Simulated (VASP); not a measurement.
## Al2Pt under changes of volume

One of the cells (17.505 Å³/atom); the others are scaled copies at fixed shape and fractional positions:

```
CELL_PARAMETERS angstrom
0.00000 2.97223 2.97223
2.97223 0.00000 2.97223
2.97223 2.97223 0.00000
ATOMIC_POSITIONS crystal
Pt 0.00000 0.00000 0.00000
Al 0.75000 0.75000 0.75000
Al 0.25000 0.25000 0.25000
```

```yaml
Program: VASP 6.6.1
Functional: PBE
Potentials_or_basis: VASP PAW PBE potentials, release 64 (Pt, Al)
Cutoff: 520 eV
k_mesh: 8 × 8 × 8
Occupations: fermi-dirac, width 0.05 eV
Spin: no spin polarisation
```

| volume (Å³/atom) | energy over the lowest point (meV/atom) | pressure (GPa) |
| --- | --- | --- |
| 16.805 | ? | ? |
| 17.155 | 2.93 | 2.7 |
| 17.505 | 0.00 | 0.0 |
| 17.855 | 2.75 | -2.5 |
| 18.205 | 10.57 | -4.7 |

What does the run at 16.805 Å³/atom give?

Energy over the lowest point 12.18 meV/atom; pressure 5.8 GPa.

Worked out: A Birch-Murnaghan fit of order 2 (a polynomial in V^(-2/3)) to the other rows has its minimum at 17.51 Å³/atom with B0 = V·E''(V) = 129 GPa. It gives 12.08 meV/atom at 16.805 Å³/atom, against the run's 12.18, and -dE/dV = 5.7 GPa, against 5.8.

Energies are extrapolated to zero smearing.
